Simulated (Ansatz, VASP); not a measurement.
Given: the input of a run of Ansatz 0.2.0 on SnSe.

The input input.yaml:

```yaml
crystal:
  lattice:
    - [11.42, 0.0, 0.0]
    - [0.0, 4.19, 0.0]
    - [0.0, 0.0, 4.46]
  atoms:
    - { symbol: Sn, position: [0.877, 0.75, 0.909] }
    - { symbol: Sn, position: [0.623, 0.25, 0.409] }
    - { symbol: Sn, position: [0.377, 0.75, 0.591] }
    - { symbol: Sn, position: [0.123, 0.25, 0.091] }
    - { symbol: Se, position: [0.643, 0.75, 0.984] }
    - { symbol: Se, position: [0.857, 0.25, 0.484] }
    - { symbol: Se, position: [0.143, 0.75, 0.516] }
    - { symbol: Se, position: [0.357, 0.25, 0.016] }
hamiltonian:
  xc: lda
  pseudopotentials: { kind: paw }
kpoints:
  mp_grid: { grid: [3, 6, 6] }
  band_path:
    path:
      - [[0.0, 0.0, 0.0], [0.0, 0.5, 0.0], [0.0, 0.5, 0.5], [0.0, 0.0, 0.5], [0.0, 0.0, 0.0], [0.5, 0.0, 0.0], [0.5, 0.5, 0.0], [0.5, 0.5, 0.5], [0.5, 0.0, 0.5], [0.5, 0.0, 0.0]]
      - [[0.0, 0.0, 0.5], [0.5, 0.0, 0.5]]
      - [[0.5, 0.5, 0.0], [0.0, 0.5, 0.0]]
      - [[0.0, 0.5, 0.5], [0.5, 0.5, 0.5]]
    npoints: 10
scf:
  occupations: { method: fermi_dirac, width: 0.05 }
  n_extra_bands: 20
output:
  forces: true
  stress: true
  eigenvalues: true
  fatbands: true
```

Potentials or basis: Ansatz PAW.

The run is started by

```sh
$ ansatz run input.yaml --threads 4 --pin off --max-ram 11264MiB --backend cpu --events-out ev --progress --plain --runs-dir out
```

**Question.** Set up the same calculation for VASP 6.6.1. Potentials there: VASP PAW LDA potentials, release 64 (Sn_d, Se).

**Answer.** As run (the cutoff follows the program's own potentials):

File INCAR:

```
SYSTEM = SnSe
PREC = Accurate
ENCUT = 520
EDIFF = 1E-6
ISMEAR = -1
SIGMA = 0.05
LREAL = .FALSE.
LASPH = .TRUE.
NELM = 60
ALGO = Fast
ISIF = 2
LWAVE = .FALSE.
LCHARG = .FALSE.
```

Contents of KPOINTS:

```
Automatic mesh
0
G
  3 6 6
  0 0 0
```

File POSCAR:

```
SnSe
1.0
   11.4200000000      0.0000000000      0.0000000000
    0.0000000000      4.1900000000      0.0000000000
    0.0000000000      0.0000000000      4.4600000000
Sn Se
4 4
Direct
    0.8770000000      0.7500000000      0.9090000000
    0.6230000000      0.2500000000      0.4090000000
    0.3770000000      0.7500000000      0.5910000000
    0.1230000000      0.2500000000      0.0910000000
    0.6430000000      0.7500000000      0.9840000000
    0.8570000000      0.2500000000      0.4840000000
    0.1430000000      0.7500000000      0.5160000000
    0.3570000000      0.2500000000      0.0160000000
```

KPOINTS_OPT

```
path GXSYGZURTZ,YT,UX,SR
15
line-mode
reciprocal
 0.0000000000  0.0000000000  0.0000000000  G
 0.0000000000  0.5000000000  0.0000000000  X

 0.0000000000  0.5000000000  0.0000000000  X
 0.0000000000  0.5000000000  0.5000000000  S

 0.0000000000  0.5000000000  0.5000000000  S
 0.0000000000  0.0000000000  0.5000000000  Y

 0.0000000000  0.0000000000  0.5000000000  Y
 0.0000000000  0.0000000000  0.0000000000  G

 0.0000000000  0.0000000000  0.0000000000  G
 0.5000000000  0.0000000000  0.0000000000  Z

 0.5000000000  0.0000000000  0.0000000000  Z
 0.5000000000  0.5000000000  0.0000000000  U

 0.5000000000  0.5000000000  0.0000000000  U
 0.5000000000  0.5000000000  0.5000000000  R

 0.5000000000  0.5000000000  0.5000000000  R
 0.5000000000  0.0000000000  0.5000000000  T

 0.5000000000  0.0000000000  0.5000000000  T
 0.5000000000  0.0000000000  0.0000000000  Z

 0.0000000000  0.0000000000  0.5000000000  Y
 0.5000000000  0.0000000000  0.5000000000  T

 0.5000000000  0.5000000000  0.0000000000  U
 0.0000000000  0.5000000000  0.0000000000  X

 0.0000000000  0.5000000000  0.5000000000  S
 0.5000000000  0.5000000000  0.5000000000  R
```

Potentials or basis: VASP PAW LDA potentials, release 64 (Sn_d, Se).

Launch:

```bash
$ cat potpaw_LDA.64/Sn_d/POTCAR potpaw_LDA.64/Se/POTCAR > POTCAR
$ mpirun -np 1 vasp_std > vasp.out
```

Both were run:

|  | VASP | Ansatz | Ansatz less VASP |
| --- | --- | --- | --- |
| gap on the k mesh at the Fermi level (eV) | 0.47 | 0.48 | +0.007 |
| least direct gap on the mesh (eV) | 0.65 | 0.67 | +0.013 |
| gap along the band path (eV) | 0.47 | 0.51 | +0.041 |
| pressure (GPa) | -1.9 | -2.0 | -0.09 |
| largest component of the traceless stress (GPa) | 1.75 | 1.72 | -0.027 |
| rms of the force components (eV/Å) | 0.109 | 0.104 | -0.0050 |

Atom by atom the forces differ by 0.015 eV/Å (rms over components). The two sets of potentials don't hold the same shells in valence.

Caveats: spin-orbit coupling is left out, which moves the levels of the heavy elements; the PAW data sets come from PBE, with cores solved anew for the run's functional, which leaves a small shift of forces and pressure (Ansatz).
